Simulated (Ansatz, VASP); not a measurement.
This is a calculation of Mg for Ansatz 0.2.0.

File input.yaml:

```yaml
crystal:
  lattice:
    - [-1.771016, 1.824528, 1.689236]
    - [1.807652, -1.804064, 1.706916]
    - [1.819817, 1.852865, -1.666864]
  atoms:
    - { symbol: Mg, position: [0.0, 0.0, 0.0] }
kpoints:
  mp_grid: { grid: [6, 6, 6] }
scf:
  occupations: { method: fermi_dirac, width: 0.06 }
hamiltonian:
  xc: pbe
  pseudopotentials: { kind: all_electron, lapw: { basis_error: 0.004 } }
output:
  forces: true
  stress: true
  eigenvalues: true
```

Potentials or basis: all-electron LAPW, scalar-relativistic.

Launch:

```console
$ ansatz run input.yaml --threads 1 --pin off --max-ram 3072MiB --backend cpu --events-out ev --progress --plain --runs-dir out
```

Task: Translate it to VASP 6.6.1. Potentials there: VASP PAW PBE potentials, release 64 (Mg).

Result: As run (the cutoff follows the program's own potentials):

Contents of INCAR:

```
  PREC = Accurate
  ENCUT = 520
  EDIFF = 1E-6
  ISMEAR = -1
  SIGMA = 0.06
  LREAL = False
  LASPH = True
  NELM = 100
  ALGO = Fast
  ISIF = 2
  LWAVE = False
  LCHARG = False
  GGA = PE
  NBANDS = 7
```

The input KPOINTS:

```
Automatic mesh
0
Gamma
  6 6 6
```

File POSCAR:

```
Mg
1.0
   -1.7710160000      1.8245280000      1.6892360000
    1.8076520000     -1.8040640000      1.7069160000
    1.8198170000      1.8528650000     -1.6668640000
Mg
1
Direct
    0.0000000000      0.0000000000      0.0000000000
```

Potentials or basis: VASP PAW PBE potentials, release 64 (Mg).

Run with:

```sh
$ cat potpaw_PBE.64/Mg/POTCAR > POTCAR
$ mpirun -np 1 vasp_std > vasp.out
```

Both were run:

|  | VASP | Ansatz | Ansatz less VASP |
| --- | --- | --- | --- |
| gap on the k mesh at the Fermi level (eV) | none | none | - |
| pressure (GPa) | 0.5 | 0.6 | +0.11 |
| largest component of the traceless stress (GPa) | 2.37 | 2.38 | +0.004 |

A gap of «none» marks a metal or a gap that the smearing closes. Ansatz ran all-electron here, so the differences hold the error of VASP's frozen core and of both bases.

Caveats: the k mesh is coarse (spacing up to 0.42 Å⁻¹), so the values aren't converged; the k mesh is thin for a metal, which can move the energy by tens of meV per atom (Ansatz).
